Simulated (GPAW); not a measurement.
GaN:

```
Ga N
1.0
     0.00000    2.25350    2.25350
     2.25350    0.00000    2.25350
     2.25350    2.25350    0.00000
Ga N
1 1
Cartesian
  0.0000 0.0000 0.0000
  3.3803 3.3803 3.3803
```

The cell is a database's computed one.

Base run:

```yaml
Program: GPAW 26.7.0
Functional: r2SCAN
Potentials_or_basis: GPAW PAW data sets (gpaw-data 1.2.1)
Cutoff: 600 eV
Basis: pw
k_mesh: 8 × 8 × 8
Occupations: fermi-dirac, width 0.01 eV
Spin: no spin polarisation
```

Its results: band gap on the k mesh 2.26 eV, direct; pressure -0.9 GPa.

Task: The run is repeated on the same cell with these changes: functional from r2SCAN to LDA; potentials or basis from GPAW PAW data sets (gpaw-data 1.2.1) to the program's PAW data sets (release 1.2.1) made for this functional. What comes out?

Result: Band gap on the k mesh 1.84 eV, direct; pressure -5.1 GPa.

Caveats: the cutoff is short for stress and forces, so pressures can be off by a GPa or more; the PAW data sets were made with another functional, which shifts forces and pressure a little (some runs).

